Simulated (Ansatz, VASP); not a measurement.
# MgO: VASP beside Ansatz, part 2 of 2

Wanted: the spread between two codes on one cell, functional and k mesh. The structure shown is the end of the Ansatz relaxation below.

VASP 6.6.1 and Ansatz 0.2.0.

So far. Step 3 (VASP: single point, PBEsol, pair 1): The run ends at a pressure of -2.88 GPa.

### 6. VASP: single point, PBEsol, pair 2

Level of this step: PBEsol; plane waves and PAW (Mg, O) (VASP).

The same cell, functional, mesh and smearing now go to VASP, with its own data sets.

The input, INCAR:

```
SYSTEM = MgO
PREC = Accurate
ENCUT = 600
EDIFF = 1E-06
NELM = 120
ISMEAR = -1
SIGMA = 0.02
LREAL = .FALSE.
ALGO = Normal
GGA = PS
NBANDS = 14
LORBIT = 11
LWAVE = .FALSE.
LCHARG = .FALSE.
ISIF = 2
LASPH = .TRUE.
GGA_COMPAT = .FALSE.
EFERMI = MIDGAP
KPAR = 2
```

The input, POSCAR:

```
MgO
1.0
    2.9209272400      0.0000000000      0.0000000000
    0.0000000000      2.9209272400      0.0000000000
    0.0000000000      0.0000000000      4.2698852898
Mg O
2 2
Direct
    0.0000000000      0.0000000000      0.0000000000
    0.5000000000      0.5000000000      0.5000000000
    0.0000000000      0.0000000000      0.5000000000
    0.5000000000      0.5000000000      0.0000000000
```

The input, KPOINTS:

```
Automatic mesh
0
Gamma
9 9 7
0 0 0
```

The projector-augmented-wave data sets are Mg and O (PBE family, release 64).

Command:

```
$ mpirun -np 2 vasp_std
```

Numbers of over 12 decimals in the logs are rounded to 6 here.

What it wrote:

```text
[banner, memory and clock lines left out]
running    2 mpi-ranks, on    1 nodes
[...]
[... a notice as in an earlier step ...]

 LDA part: xc-table for (Slater+PW92), standard interpolation
 POSCAR, INCAR and KPOINTS ok, starting setup
[...]
entering main loop
       N       E                     dE             d eps       ncg     rms          rms(c)
DAV:   1     0.668435542422E+02    0.66844E+02   -0.89079E+03  1752   0.117E+03
DAV:   2    -0.238100035999E+02   -0.90654E+02   -0.83465E+02  2208   0.230E+02
DAV:   3    -0.277778826576E+02   -0.39679E+01   -0.39523E+01  2028   0.485E+01
DAV:   4    -0.277944815692E+02   -0.16599E-01   -0.16598E-01  1902   0.368E+00
[...]
DAV:   9    -0.250002781111E+02    0.12106E-02   -0.18588E-03  2094   0.435E-01    0.125E-01
DAV:  10    -0.250002880867E+02   -0.99756E-05   -0.43759E-04  1878   0.176E-01    0.113E-02
DAV:  11    -0.250002885156E+02   -0.42893E-06   -0.21146E-06  1964   0.148E-02
   1 F= -.25000289E+02 E0= -.25000289E+02  d E =0.000000E+00
```

From OUTCAR (step 6):

```text
  Total        1.4995260      1.4995260     -0.1974189      0.0000000      0.0000000     -0.0000000
  in kB       65.9488008     65.9488008     -8.6824346      0.0000000      0.0000000     -0.0000000
  external PRESSURE =      41.0717223 kB  Pullay stress =       0.0000000 kB

 POSITION                                       TOTAL-FORCE (eV/Angst)
 -----------------------------------------------------------------------------------
      0.00000      0.00000      0.00000         0.000000      0.000000     -0.000000
      1.46046      1.46046      2.13494         0.000000      0.000000      0.000000
      0.00000      0.00000      2.13494         0.000000      0.000000     -0.000000
      1.46046      1.46046      0.00000        -0.000000     -0.000000      0.000000
 -----------------------------------------------------------------------------------
    total drift:                                0.000000     -0.000000     -0.000000

  FREE ENERGIE OF THE ION-ELECTRON SYSTEM (eV)
  ---------------------------------------------------
  free  energy   TOTEN  =       -25.0002885156 eV

  energy  without entropy=      -25.0002885156  energy(sigma->0) =      -25.00028852

[... 1 part as in an earlier step ...]

[... 2 further parts left out ...]
[key lines of the parts left out:]
E-fermi :   5.7147
```

The run ends at a pressure of 4.11 GPa.

### 7. Comparison

What differs besides the data sets and the points named for the pairs above, as far as they apply: the data sets hold 32 valence electrons in Ansatz (on its PAW soft_1 files) and 16 in VASP. Total energies have different zeros and are not compared.

Compared:

```
              quantity  Ansatz   VASP  difference
        pressure (GPa)    4.96   4.11       +0.85
gap on the k mesh (eV)   4.839  4.834      +0.005
```

A gap on the mesh is an upper bound, since the band edges may lie between its points.

### 8. Ansatz: relaxation, PBEsol

This run makes the geometry at which the two programs are then compared. The cell compared in this pair holds 35.94 Å³, against 36.43 Å³ for the pair before.

The structure compared here is the end of the Ansatz relaxation.

The input, input.yaml:

```yaml
crystal:
  lattice:
    - [2.89112186, 0.0, 0.0]
    - [0.0, 2.89112186, 0.0]
    - [0.0, 0.0, 4.290990124]
  atoms:
    - { symbol: Mg, position: [0.0, 0.0, 0.0] }
    - { symbol: Mg, position: [0.5, 0.5, 0.5] }
    - { symbol: O, position: [0.0, 0.0, 0.5] }
    - { symbol: O, position: [0.5, 0.5, 0.0] }
kpoints:
  mp_grid: { grid: [9, 9, 7] }
scf:
  occupations: { method: fermi_dirac, width: 0.02 }
hamiltonian:
  xc: pbesol
  pseudopotentials: { kind: paw, azcp: { folder: soft_1 }, xc_functional: pbe }
basis:
  ecutwfc: 600
output:
  forces: true
  stress: true
relax:
  f_tol: 0.005
  max_steps: 70
  cell: { stress_tol: 0.02, p_target: 0, fix: [a, b, alpha, beta, gamma] }
```

Command:

```
$ ansatz run input.yaml --threads 8 --pin off --max-ram 18432MiB --backend cpu --events-out ev --progress --plain --runs-dir out
```

What it wrote:

```text
[...]
Crystal: 4 atoms, lattice volume = 35.867 Å³
Basis set: ecut = 600 eV, 1221 PW (Γ), exchange–correlation on 48×48×72 points (8 copies of the dense FFT grid, shifted against one another)
Bands: 20, of which v1, the nominal top of the filled ones, is band 16 counted from 1 (15 counted from 0)
Symmetry: 32 space group operations
[...]
k-points: 60 of 567
[...]
P = ⅓ Tr σ = 7.9284 GPa (79.284 kbar)
--- Relaxed structure (3 steps of the walk, 3 accepted, 1 SCFs on fresh bases) ---
[...]
cell:  # Å, volume = 35.9379 Å³
    - [2.89112186, 0, 0.0]
    - [0, 2.89112186, 0.0]
    - [0.0, 0.0, 4.299514]
  atoms:
    - { symbol: Mg, position: [0, 0.0, 0.0] }
    - { symbol: Mg, position: [0.500000, 0.500000, 0.5] }
    - { symbol: O, position: [0, 0.0, 0.5] }
    - { symbol: O, position: [0.500000, 0.500000, 0.0] }
[key lines of the parts left out:]
SCF converged after 8 iterations
Free energy (F): -4951.678553 eV
Fermi energy:    10.949933 eV
```

### 9. VASP: single point, PBEsol, pair 3

The same cell, functional, mesh and smearing now go to VASP, with its own data sets.

INCAR is that of step 6.

The input, POSCAR:

```
MgO
1.0
    2.8911218600      0.0000000000      0.0000000000
    0.0000000000      2.8911218600      0.0000000000
    0.0000000000      0.0000000000      4.2995143568
Mg O
2 2
Direct
    0.0000000000      0.0000000000      0.0000000000
    0.5000000000      0.5000000000      0.5000000000
    0.0000000000      0.0000000000      0.5000000000
    0.5000000000      0.5000000000      0.0000000000
```

KPOINTS is that of step 6.

Command:

```
$ mpirun -np 2 vasp_std
```

What it wrote:

```text
[... set-up lines as in an earlier step ...]
 entering main loop
       N       E                     dE             d eps       ncg     rms          rms(c)
DAV:   1     0.613067069899E+02    0.61307E+02   -0.89860E+03  1784   0.117E+03
DAV:   2    -0.242551599494E+02   -0.85562E+02   -0.79162E+02  2144   0.228E+02
DAV:   3    -0.277634824660E+02   -0.35083E+01   -0.34954E+01  2076   0.463E+01
DAV:   4    -0.277769517384E+02   -0.13469E-01   -0.13469E-01  1938   0.336E+00
[...]
DAV:   9    -0.249566748518E+02    0.11887E-02   -0.19534E-03  2076   0.444E-01    0.116E-01
DAV:  10    -0.249567030863E+02   -0.28235E-04   -0.36694E-04  1860   0.161E-01    0.114E-02
DAV:  11    -0.249567033041E+02   -0.21779E-06   -0.20073E-06  1944   0.145E-02
   1 F= -.24956703E+02 E0= -.24956703E+02  d E =0.000000E+00
```

OUTCAR, selected parts (step 9):

```text
  Total        2.4901853      2.4901853     -0.1897686      0.0000000     -0.0000000      0.0000000
  in kB      111.0171435    111.0171435     -8.4602398      0.0000000     -0.0000000      0.0000000
  external PRESSURE =      71.1913491 kB  Pullay stress =       0.0000000 kB

 POSITION                                       TOTAL-FORCE (eV/Angst)
 -----------------------------------------------------------------------------------
      0.00000      0.00000      0.00000        -0.000000     -0.000000     -0.000000
      1.44556      1.44556      2.14976         0.000000      0.000000     -0.000000
      0.00000      0.00000      2.14976        -0.000000     -0.000000     -0.000000
      1.44556      1.44556      0.00000        -0.000000     -0.000000      0.000000
 -----------------------------------------------------------------------------------
    total drift:                                0.000000     -0.000000     -0.000000

  FREE ENERGIE OF THE ION-ELECTRON SYSTEM (eV)
  ---------------------------------------------------
  free  energy   TOTEN  =       -24.9567033041 eV

  energy  without entropy=      -24.9567033041  energy(sigma->0) =      -24.95670330

[... 1 part as in an earlier step ...]

[... 2 further parts left out ...]
[key lines of the parts left out:]
E-fermi :   5.8877
```

The run ends at a pressure of 7.12 GPa.

### 10. Side by side

What differs besides the data sets and the points named for the pairs above, as far as they apply: the data sets hold 32 valence electrons in Ansatz (on its PAW soft_1 files) and 16 in VASP. Total energies have different zeros and are not compared.

Compared:

```
              quantity  Ansatz   VASP  difference
        pressure (GPa)    7.93   7.12       +0.81
gap on the k mesh (eV)   4.947  4.943      +0.004
```

A gap on the mesh is an upper bound, since the band edges may lie between its points.

### 11. Summary of results

```yaml
difference_in_gap_on_the_k_mesh_single_point_pbesol_pair_1: 0.0056 eV
difference_in_pressure_single_point_pbesol_pair_1: 0.84 GPa
difference_in_gap_on_the_k_mesh_single_point_pbesol_pair_2: 0.0046 eV
difference_in_pressure_single_point_pbesol_pair_2: 0.85 GPa
difference_in_gap_on_the_k_mesh_single_point_pbesol_pair_3: 0.0043 eV
difference_in_pressure_single_point_pbesol_pair_3: 0.81 GPa
```

The difference in pressure is 0.85 GPa (single point, PBEsol, pair 2), within the 1 GPa picked in this series as the mark of a large difference. The data sets hold unlike numbers of valence electrons (32 in Ansatz and 16 in VASP), so part of the differences comes from the potentials. 3 further runs of this series are not shown here. How closely two codes agree says nothing of how well the functional describes the real material.

[Lines on the potential files, build, host, timing and source positions are cut from VASP's logs without a mark.]

[Logs are printed without paths, hosts, clocks, repeated set-up lines and the standing remarks that a program may print on its own settings, such as how far it seeks lower states.]

[Hosts, paths, dates, database ids (printed as entryN), source tags and the programs' standing remarks are cut or masked in the printed files.]
